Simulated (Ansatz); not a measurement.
The system is WS2.

```xyz
3
Lattice="3.4062 0.0000 0.0000 0.0000 3.4062 0.0000 0.0000 0.0000 10.7573" Properties=species:S:1:pos:R:3 pbc="T T T"
W     1.7031    1.7031    5.3786
S     1.7031    1.7031    9.8485
S     1.7031    1.7031    0.9087
```

The cell was built by a generator and needn't be a form met in nature.

- Program: Ansatz 0.2.0
- Task: single point
- Functional: PBE
- Potentials or basis: all-electron LAPW, scalar-relativistic
- Cutoff: 413 eV (chosen from the basis error)
- Basis error allowed: 0.001 eV/atom
- k mesh: 8 × 8 × 3
- Occupations: fermi-dirac, width 0.05 eV
- Spin: no spin polarisation

On this cell: pressure -5.9 GPa; largest force 3.121 eV/Å; band gap on the k mesh none (metal or under the smearing width).

The same run follows on a disturbed copy (atoms moved at random, drawn with an rms of 0.05 Å):

```
W S
1.0
     3.40622    0.00000    0.00000
     0.00000    3.40622    0.00000
     0.00000    0.00000   10.75728
W S
1 2
Direct
  0.48638 0.50069 0.50016
  0.49505 0.49628 0.91761
  0.50745 0.50393 0.08243
```

Q: What changes?

A: The energy (extrapolated to zero smearing) moves by +61.1 meV/atom; pressure -4.3 GPa; largest force 5.276 eV/Å; band gap on the k mesh none (metal or under the smearing width).

Forces on the atoms (eV/Å):
```
W   -0.001  0.000  0.000
S   -0.052 -0.033 -5.276
S    0.054  0.033  5.276
```

Stress tensor (GPa, compression positive):
```
-12.35   0.00   0.10
  0.00 -12.35   0.06
  0.10   0.06  11.73
```

Caveats: this functional lacks dispersion, which binds the layers, so the pressure and a relaxed spacing across them are unreliable (some runs); forces of over 1 eV/Å show positions far from the minimum, so gaps and moduli don't describe the material at rest (some runs).
